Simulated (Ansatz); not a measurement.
SrO (started from an entry of an open crystallographic database), relaxed with r2SCAN, was run in Ansatz 0.2.0 under altered settings. All numbers are computed, without spin polarisation but where a row says otherwise.

```xyz
2
Lattice="0.0000 2.5799 2.5799 2.5799 0.0000 2.5799 2.5799 2.5799 0.0000" Properties=species:S:1:pos:R:3 pbc="T T T"
Sr    2.5799    2.5799    2.5799
O     0.0000    0.0000    0.0000
```

The base run's other keys:
```yaml
kpoints:
  mp_grid: { grid: [4, 4, 4] }
hamiltonian:
  xc: hse06
scf:
  occupations: { method: fixed }
  n_extra_bands: 4
```

It takes 12 iterations with 645 plane waves at 420 eV and 8 k points, and leaves a mean stress of -0.31 GPa. The gap over this mesh is 4.793 eV. It ran on 4 threads of Arm Neoverse N1 (shared host).

Outcomes, with energy and stress as changes against the base:

| setting | outcome | ΔF (meV/atom) | Δ mean stress (GPa) | gap on the mesh (eV) | iterations | wall time |
| --- | --- | --- | --- | --- | --- | --- |
| hamiltonian.xc: r2scan50 (cutoff then 500 eV) | converged | – | -2.3 | 7.972 | 18 | 7.5 s |
| PBE hybrid, exx coeff 0.5, omega 0.3 1/Å | converged | – | -1.9 | 5.857 | 15 | 5.1 s |
| PBE hybrid, exx coeff 0.15, omega 0.3 1/Å | converged | – | +0.9 | 4.042 | 10 | 4.2 s |
| PBE hybrid, exx coeff 0.35, omega 0.3 1/Å | converged | – | -0.7 | 5.062 | 12 | 4.4 s |
| scf.occupations: methfessel_paxton 0.2 | converged | 0.0 | 0.0 | 4.793 | 11 | 4.4 s |

A dash marks a value that wasn't obtained or can't be compared. Stress is positive in compression. The base took 4.4 s.

- hamiltonian.xc: r2scan50. The cutoff follows the functional, from 420 to 500 eV. The mean stress moves by -2.3 GPa and the gap on the mesh by +3.179 eV (to 7.972). It's another functional on the same cell, so totals aren't comparable.
- PBE hybrid, exx coeff 0.5, omega 0.3 1/Å. That is 50 % exact exchange, screened with ω = 0.3 1/Å, against HSE06's 25 % screened at 0.208 1/Å. The mean stress moves by -1.9 GPa and the gap on the mesh by +1.064 eV (to 5.857). Totals of different functionals aren't comparable.
- PBE hybrid, exx coeff 0.15, omega 0.3 1/Å. That is 15 % exact exchange, screened with ω = 0.3 1/Å, against HSE06's 25 % screened at 0.208 1/Å. The mean stress moves by +0.9 GPa and the gap on the mesh by -0.751 eV (to 4.042). Totals of different functionals aren't comparable.
- PBE hybrid, exx coeff 0.35, omega 0.3 1/Å. That is 35 % exact exchange, screened with ω = 0.3 1/Å, against HSE06's 25 % screened at 0.208 1/Å. The mean stress moves by -0.7 GPa and the gap on the mesh by +0.269 eV (to 5.062). Totals of different functionals aren't comparable.

Within 1 meV an atom, 0.1 GPa and 0.005 eV of the base stay: scf.occupations: methfessel_paxton 0.2.

The program warns that its thresholds are loose for a hybrid's stress.

The meshes of the hybrids are coarse, so their gaps aren't converged to the digits shown.
